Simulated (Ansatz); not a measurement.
## KMgF₃: the gap under pressure

KMgF₃, Pm-3m, a = 4.054 Å. The structure is a Materials Project entry; whether it is the stable form wasn't checked. Ansatz: PBE, PAW, 420 eV, Γ-centred 6×6×6 mesh on 5 atoms, Gaussian smearing 0.02 eV; no spin polarisation. Cell and atoms are relaxed at each pressure, and no other structure is tried, so the rows at high pressure may lie past a change of phase. The gap is sought over the whole zone. The pressures are the targets, met within 0.07 GPa.

| P (GPa) | gap y (eV) |
| --- | --- |
| -3.0 | ? |
| 0.0 | 6.962 |
| 3.0 | 7.254 |
| 8.0 | 7.698 |
| 15.0 | 8.211 |
| 30.0 | 9.094 |
| 60.0 | 10.406 |

Problem. Fit y = E0 + αP + βP² to the other rows and predict the missing gap.

Solution. Least squares on the rows shown. y = 7.0008 + 0.085834 P − 0.00048692 P². So α = 85.8 meV/GPa, but the rows at 0 and 3 GPa alone give 98 meV/GPa, so the parabola doesn't give the slope at zero pressure. With a term in P³ added, the coefficient of P becomes 0.1001, 17 % more, which shows how far this figure hangs on the form. At P = -3.0 the fit asked for gives 6.739 eV. The run gave 6.611 eV, so the fit is 0.128 eV too high, 3.4 % of the span of the series, against an rms of 0.032 eV on the fitted rows. The row lies outside the fitted range. With a term in P³ added, a fit to the same known rows predicts 6.653 eV, so most of the miss is curvature that the known rows already hold.

Semilocal functionals give gaps under the measured ones; changes of the gap mostly carry over better.

Symmetry holds off the tilts and polar distortions that many cubic perovskites undergo.